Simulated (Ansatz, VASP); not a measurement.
# Pt: VASP beside Ansatz

INCAR

```
SYSTEM = Pt
ALGO = Fast
EDIFF = 1E-6
ENCUT = 520
GGA = PS
ISIF = 2
ISMEAR = 0
LASPH = .TRUE.
LCHARG = .FALSE.
LREAL = .FALSE.
LWAVE = .FALSE.
NBANDS = 11
NELM = 60
PREC = Accurate
SIGMA = 0.15
```

The input KPOINTS:

```
k-points
0
G
  22 22 22
  0 0 0
```

The input POSCAR:

```
Pt
1.0
   -1.5842200000      1.5842200000      1.5604567000
    1.5842200000     -1.5842200000      1.5604567000
    1.5842200000      1.5842200000     -1.5604567000
Pt
1
Direct
    0.0000000000      0.0000000000      0.0000000000
```

Input for Ansatz:

```yaml
crystal:
  lattice:
    - [-1.58422, 1.58422, 1.5604567]
    - [1.58422, -1.58422, 1.5604567]
    - [1.58422, 1.58422, -1.5604567]
  atoms:
    - { symbol: Pt, position: [0.0, 0.0, 0.0] }
basis:
  ecutwfc: 420
kpoints:
  mp_grid: { grid: [22, 22, 22] }
hamiltonian:
  xc: pbesol
scf:
  occupations: { method: gaussian, width: 0.15 }
output:
  forces: true
  stress: true
  eigenvalues: true
```

Change from the starting cell: strain +0.000 along x and y, -0.015 along z, atoms carried along.

Alike in both runs: task single point; functional PBEsol; k mesh 22 × 22 × 22; occupations gaussian, width 0.15 eV; no spin polarisation.

```csv
,VASP,Ansatz
version,VASP 6.6.1,Ansatz 0.2.0
potentials or method,"VASP PAW PBE potentials, release 64 (Pt)","scalar-relativistic, plane waves, PAW"
plane-wave cutoff (eV),520,420
valence electrons in the cell,10,18
```

Ansatz gave:

```
gap on the k mesh at the Fermi level (eV)       : none
pressure (GPa)                                  : -7.5
largest component of the traceless stress (GPa) : 1.07
```

Question: What did VASP give for the same quantities?

Answer: gap on the k mesh at the Fermi level (eV): none; pressure (GPa): -7.9; largest component of the traceless stress (GPa): 1.07.

A gap of «none» marks a metal or a gap that the smearing closes. The two sets of potentials don't hold the same shells in valence.

Caveats: the PAW data sets were made with another functional, which shifts forces and pressure a little (VASP). The runs have no spin-orbit coupling, so splittings on Pt are missing.
